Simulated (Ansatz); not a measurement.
InP, one cell by several methods

```yaml
crystal:
  lattice:
    - [0.00000, 2.88355, 2.85500]
    - [2.88355, 0.00000, 2.85500]
    - [2.88355, 2.88355, 0.00000]
  atoms:
    - { symbol: In, position: [0.00000, 0.00000, 0.00000] }
    - { symbol: P, position: [0.50000, 0.50000, 0.50000] }
```

Atom numbers follow the list: In1, P2.

Conventional cell: a = 4.078 Å, b = 4.078 Å, c = 5.710 Å, α = 90.00°, β = 90.00°, γ = 90.00°. In (atom 1) is surrounded by 6 P at 2.85 to 2.88 Å. Around P (atom 2) lie 6 In at 2.85 to 2.88 Å.

The cell comes from COD entry 1538565, which wasn't checked; take it as a given geometry. The listed cell was then made from it by scaling, straining or moving an atom.

No spin–orbit coupling, which matters for the heavy atoms here.

Methods: DFT, LDA, PAW with Ansatz's default frozen-core files, scalar-relativistic (Ansatz 0.2.0); DFT, LDA, all-electron LAPW, scalar-relativistic (Ansatz 0.2.0).

For PAW: a Γ-centred 11×11×11 k mesh, Fermi–Dirac smearing of 0.05 eV, cutoff 420 eV, no spin polarisation; the PAW files were made with PBE, and the program remakes their frozen cores for this functional. LAPW targets a basis error of 1 meV/atom. The Ansatz runs share mesh, smearing and spin set-up. Plane-wave (PAW) pressures include the program's estimate of the Pulay term.

Stress and pressure are positive in compression.

The change that made this cell: equal xx and yy strain of +1 %.

PAW results:

```json
{"quantity": "pressure (GPa)", "PAW": "-10.35"}
{"quantity": "stress xx (GPa)", "PAW": "-10.54"}
{"quantity": "stress zz (GPa)", "PAW": "-9.95"}
```

(1) What does full-potential LAPW give for the same quantities?

Answers

(1) 
```tsv
quantity	LAPW
pressure (GPa)	-10.33
stress xx (GPa)	-10.52
stress zz (GPa)	-9.93
```
